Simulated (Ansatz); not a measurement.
Tl: from a trial structure to a relaxed crystal

Computed with DFT PBE, scalar-relativistic, plane waves, PAW (Ansatz). Cutoff 420 eV, Γ-centred k mesh, Gaussian smearing, no spin polarisation in the final step.

Tl was placed on the omega structure type (P6/mmm, No. 191), at a guessed volume.

```
Tl
1.0
     5.82000    0.00000    0.00000
    -2.91000    5.04027    0.00000
     0.00000    0.00000    3.56791
Tl
3
Direct
  0.00000 0.00000 0.00000
  0.33333 0.66667 0.50000
  0.66667 0.33333 0.50000
```

Cell and atoms relax at zero pressure; the relaxation can't lower the symmetry of the start.

Energies count from the standard state of Tl at the same level.

(1) Which crystal results?

(2) What are its volume, energy, density and gap?

Results:

(1) It keeps P6/mmm (No. 191). The result has the omega structure. Conventional cell: a = 5.704 Å, c = 3.388 Å. Around Tl on Wyckoff site a (1 atom of the primitive cell) lie 2 Tl at 3.39 Å and 12 Tl at 3.70 Å; around Tl on Wyckoff site d (2 atoms of the primitive cell) lie 5 Tl at 3.29–3.39 Å and 6 Tl at 3.70 Å.

```xyz
3
Lattice="5.7038 0.0000 0.0000 -2.8519 4.9396 0.0000 0.0000 0.0000 3.3880" Properties=species:S:1:pos:R:3 pbc="T T T"
Tl    0.0000    0.0000    0.0000
Tl    0.0000    3.2931    1.6940
Tl    2.8519    1.6465    1.6940
```

(2) The volume per atom is 31.82 Å³ and the density is 10.67 g/cm³. The energy over the standard structure is 0.01 eV/atom and the gap on the 9×9×14 mesh is 0 eV (a metal).

The final run used a 9×9×14 mesh on its 3-atom cell and 0.10 eV smearing. The k mesh leaves about 4 meV/atom of noise in metals. Spin–orbit coupling is left out. A structure relaxed within its symmetry needn't be a true minimum.